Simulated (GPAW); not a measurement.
## Rh: relaxation of cell and atoms with RPBE+D3(BJ)

The system is Rh.

```
Rh
1.0
     0.00000    1.89785    1.89785
     1.89785    0.00000    1.89785
     1.89785    1.89785    0.00000
Rh
1
Direct
  0.00000 0.00000 0.00000
```

* Program: GPAW 26.7.0
* Task: relaxation of cell and atoms
* Functional: RPBE
* Dispersion: D3(BJ)
* Potentials or basis: the program's PAW data sets (release 1.2.1) made for this functional
* Cutoff: 600 eV
* Basis: pw
* k mesh: 12 × 12 × 12
* Occupations: fermi-dirac, width 0.05 eV
* Spin: no spin polarisation
* Target pressure: -2 GPa
* Maxiter: 150
* Optimizer: FIRE
* Fmax: 0.02 eV/Å
* Max steps: 40
* Target pressure: -2 GPa
* Convergence: density=1e-05 forces=0.0001

```json
{
  "Relaxed volume": "12.59 Å³/atom",
  "Relaxed cell": "a = 2.611 Å, b = 2.611 Å, c = 2.611 Å, α = 60.00°, β = 60.00°, γ = 60.00°",
  "Space group after relaxing (to 0.05 Å)": "Fm-3m (No. 225)",
  "Energy change on relaxing (the enthalpy is what falls)": "-109.4 meV/atom",
  "Ionic steps": "12",
  "Pressure after relaxing": "-2.2 GPa",
  "Band gap on the k mesh": "none (metal or under the smearing width)",
  "Dispersion energy per atom": "-3.781 eV"
}
```

Step by step:
```csv
step,energy change (eV),largest force (eV/Å),pressure (GPa),volume (Å³)
1,0.0000,0.0000,-27.77,13.67
2,-0.1023,0.0000,-8.28,12.80
3,-0.0550,0.0000,26.29,11.80
4,-0.0809,0.0000,18.57,11.99
5,-0.1062,0.0000,6.39,12.32
6,-0.1059,0.0000,-6.08,12.72
7,-0.1062,0.0000,-5.86,12.71
8,-0.1067,0.0000,-5.44,12.70
9,-0.1074,0.0000,-4.82,12.68
10,-0.1082,0.0000,-4.04,12.65
11,-0.1089,0.0000,-3.14,12.62
12,-0.1094,0.0000,-2.17,12.59
```

Final structure:
```
CELL_PARAMETERS angstrom
0.00000 1.84622 1.84622
1.84622 0.00000 1.84622
1.84622 1.84622 0.00000
ATOMIC_POSITIONS crystal
Rh 0.00000 0.00000 0.00000
```

Levels at points of the mesh, in eV from the Fermi level:
```
           k point  band 4  band 5  band 6  band 7  band 8  band 9  band 10  band 11
(0.00, 0.00, 0.00)   -8.58   -3.54   -3.54   -3.54   -1.17   -1.17    16.36    22.62
(0.50, 0.50, 0.00)   -7.19   -6.76    0.59    1.12    1.12    3.44    13.43    14.33
(0.50, 0.50, 0.50)   -6.86   -3.65   -3.65    0.63    0.63    0.67     9.62    15.81
```

It took 65 s on 1 thread of Intel(R) Xeon(R) Platinum 8488C (Sapphire Rapids) (shared host), peak memory 0.21 GiB.

Caveat: later steps reuse the first step's grids; pairwise dispersion overbinds metals, which lowers pressure and volume.
